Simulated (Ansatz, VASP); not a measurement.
# HfB2: VASP beside Ansatz

```xyz
3
Lattice="3.1400 0.0000 0.0000 -1.5700 2.7193 0.0000 0.0000 0.0000 3.4800" Properties=species:S:1:pos:R:3 pbc="T T T"
Hf    0.0000    0.0000    0.0000
B     1.5700    0.9064    1.7400
B     0.0000    1.8129    1.7400
```

Alike in both runs: task single point; functional LDA; k mesh 10 × 10 × 8; occupations fermi-dirac, width 0.05 eV; no spin polarisation; Hubbard terms Hf d U = 6 eV.

```csv
,VASP,Ansatz
version,VASP 6.6.1,Ansatz 0.2.0
potentials or method,"VASP PAW LDA potentials, release 64 (Hf_pv, B)",Ansatz PAW
plane-wave cutoff (eV),520,420
valence electrons in the cell,16,32
```

Ansatz gave:

| Quantity | Value |
| --- | --- |
| gap on the k mesh at the Fermi level (eV) | none |
| pressure (GPa) | -3.9 |
| largest component of the traceless stress (GPa) | 3.64 |

Q: Which values does VASP return?

A: gap on the k mesh at the Fermi level (eV): none; pressure (GPa): 7.9; largest component of the traceless stress (GPa): 4.03.

The programs project onto different local orbitals, so the same U acts differently. A gap of «none» marks a metal or a gap that the smearing closes. The two sets of potentials don't hold the same shells in valence.

Caveats: U without spin polarisation on a metal has little footing; the U is typed as a test and isn't derived for this compound; the PAW data sets come from PBE, with cores solved anew for the run's functional, which leaves a small shift of forces and pressure (Ansatz). The runs have no spin-orbit coupling, so splittings on Hf are missing.
